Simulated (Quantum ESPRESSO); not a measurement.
O:

```
CELL_PARAMETERS angstrom
2.85140 -1.66242 0.00000
2.85140 1.66242 0.00000
-2.39449 0.00000 3.64705
ATOMIC_POSITIONS crystal
O 0.97455 0.97455 0.84443
O 0.02545 0.02545 0.15557
```

Base run:

- Program: Quantum ESPRESSO 7.5
- Functional: r2SCAN
- Potentials or basis: SG15 PBE 1.2
- Cutoff: 1197 eV
- Density cutoff: 4789 eV
- k mesh: 10 × 10 × 7
- Occupations: fermi-dirac, width 0.05 eV
- Spin: no spin polarisation

Its results: band gap on the k mesh none (metal or under the smearing width); pressure -4.5 GPa; largest force 0.836 eV/Å.

Problem. The run is repeated on the same cell with these changes: functional from r2SCAN to PBEsol; potentials or basis from SG15 PBE 1.2 to GBRV 1.5 PBEsol; cutoff from 1197 eV to 612 eV; density cutoff from 4789 eV to 4898 eV. What comes out?

Solution. Band gap on the k mesh none (metal or under the smearing width); pressure -3.0 GPa; largest force 0.386 eV/Å.

Caveats: spin is off for a triplet molecule; the potentials were made for another functional, which shifts forces and pressure (some runs).
